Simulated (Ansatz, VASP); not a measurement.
# One calculation of In, two programs

```xyz
4
Lattice="3.4072 0.0000 0.0000 -1.7036 2.9508 0.0000 0.0000 0.0000 9.9671" Properties=species:S:1:pos:R:3 pbc="T T T"
In    0.0000    0.0000    0.0000
In    0.0000    1.9672    2.4918
In    0.0000    0.0000    4.9835
In    1.7036    0.9836    7.4753
```

Alike in both runs: task single point; functional PBE; k mesh 15 × 15 × 4; occupations gaussian, width 0.1 eV; no spin polarisation.

```csv
,VASP,Ansatz
version,VASP 6.6.1,Ansatz 0.2.0
potentials or method,"VASP PAW PBE potentials, release 64 (In_d)","scalar-relativistic, plane waves, PAW"
plane-wave cutoff (eV),520,420
valence electrons in the cell,52,52
```

|  | VASP | Ansatz | Ansatz less VASP |
| --- | --- | --- | --- |
| gap on the k mesh at the Fermi level (eV) | none | none | - |
| pressure (GPa) | 4.6 | 4.7 | +0.04 |
| largest component of the traceless stress (GPa) | 1.64 | 1.63 | -0.005 |

A gap of «none» marks a metal or a gap that the smearing closes.
